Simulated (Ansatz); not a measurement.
Write the native input for Ansatz 0.2.0 that does the following.

```
Task                : relaxation of cell and atoms
Functional          : BLYP
Dispersion          : D3(BJ)
Potentials or basis : Ansatz PAW
Cutoff              : 420 eV (not typed: the program's choice for these potentials)
k mesh              : 11 × 11 × 11
Occupations         : fermi-dirac, width 0.05 eV
Spin                : no spin polarisation
```

The system is Ti.

```
Ti
1.0
     0.00000    2.03000    2.03000
     2.03000    0.00000    2.03000
     2.03000    2.03000    0.00000
Ti
1
Direct
  0.00000 0.00000 0.00000
```

This isn't the form of Ti at room conditions, which is hcp.

The input as run:

input.yaml

```yaml
crystal:
  lattice:
    - [0.0, 2.03, 2.03]
    - [2.03, 0.0, 2.03]
    - [2.03, 2.03, 0.0]
  atoms:
    - { symbol: Ti, position: [0.0, 0.0, 0.0] }
hamiltonian:
  xc: blyp
  pseudopotentials: { kind: paw }
  dispersion: d3bj
kpoints:
  mp_grid: { grid: [11, 11, 11] }
scf:
  occupations: { method: fermi_dirac, width: 0.05 }
output:
  forces: true
  stress: true
  eigenvalues: true
  write_density: true
  write_potential: true
  elf: true
  volumetric_format: npy
relax:
  f_tol: 0.01
  max_steps: 40
  cell: { stress_tol: 0.05 }
```

Potentials or basis: Ansatz PAW.

Command:

```sh
$ ansatz run input.yaml --threads 2 --pin off --max-ram 5632MiB --backend cpu --events-out ev --progress --plain --runs-dir out
```

It gave:

```
Relaxed volume                         : 15.52 Å³/atom
Relaxed cell                           : a = 2.800 Å, b = 2.800 Å, c = 2.800 Å, α = 60.00°, β = 60.00°, γ = 60.00°
Space group after relaxing (to 0.05 Å) : Fm-3m (No. 225)
Energy gained by relaxing              : 33.3 meV/atom
Ionic steps                            : 5
Pressure after relaxing                : 0.0 GPa
Band gap on the k mesh                 : none (metal or under the smearing width)
```

Caveat: the plane-wave basis is chosen anew once the cell has moved, so the energies of steps on either side of that aren't comparable; pairwise dispersion overbinds metals, which lowers pressure and volume; the PAW data sets come from PBE, with cores solved anew for the run's functional, which leaves a small shift of forces and pressure.

Wall time 2 s on 2 threads of Arm Neoverse V2, with other jobs on the host, peak memory 0.28 GiB.
